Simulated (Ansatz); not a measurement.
SiC films: biaxial stress and wafer bow

Plane-wave DFT in Ansatz, PBE, scalar-relativistic PAW potentials, cutoff 420 eV, no spin-orbit coupling; no spin polarisation. SiC in space group F-43m, strained equally along a and b of the conventional cell, with c and the atoms relaxed within the symmetry (a film with c along the normal). Stress is the in-plane mean, tension positive.

```tsv
strain (%)	stress (GPa)	E − E(0) (meV/atom)
-3.0	-14.19	26.8
-2.0	-9.14	11.7
-1.0	-4.41	2.9
+0.0	0.00	0.0
+1.0	?	2.7
+2.0	7.97	10.7
+3.0	11.57	23.7
```

Task: Fit the stress, get the biaxial modulus and predict the missing row.

Result: A parabola through the given rows is σ = 0.01 + 4.288 ε -0.1466 ε² GPa (ε in %), so M = dσ/dε = 429 GPa at zero. It predicts 4.15 GPa at +1.0 %; the run gave 4.12 GPa. The miss is 0.03 GPa, so the fit holds. The negative square term means that the film is stiffer in compression than in tension. The energies check it: E/V = Mε² at small strain, and a cubic fit with V = 10.50 Å³/atom gives M = 427 GPa, in agreement.

Task: How much does a 20 nm film at +0.2 % strain bow a 300 mm Si(001) wafer 775 μm thick?

Result: The fit, without its small constant, gives σ = 0.85 GPa. Stoney's formula, κ = 6σt_f/(M_s t_s²) with M_s = 180.5 GPa for Si(001) (literature), gives |κ| = 0.94×10⁻³ m⁻¹ and a bow κr²/2 = 10.6 μm at r = 150 mm, with the film side concave (tension pulls the edges up). This assumes a single-crystal or fully textured, unrelaxed film at 0 K.

Cost: about 0.69 core-minutes for the runs cited, on AMD EPYC 9R45 (Zen 5) (shared hosts).

The film is very stiff in its plane, with a biaxial modulus of 429 GPa against 180.5 GPa for the Si(001) wafer. Both are tetrahedral sp³ networks, but the Si–C bond is shorter and stronger than Si–Si, and its partly ionic character adds to the cohesion. The stress reaches -14.19 GPa at -3.0 % but only 11.57 GPa at +3.0 %, and the energies show the same asymmetry. This is ordinary bond anharmonicity: repulsion rises steeply on compression, while the restoring force weakens on stretching. Free relaxation along the normal relieves part of the load by changing bond angles as well as lengths.

At the strain assumed for the wafer the curvature of the stress law hardly matters, so the predicted bow depends mainly on the linear modulus and the residual strain. Tension is plausible for a film cooled from growth, since SiC contracts more than Si. The smooth response up to +3.0 % doesn't establish a fracture limit, which in real films is usually set by defects.
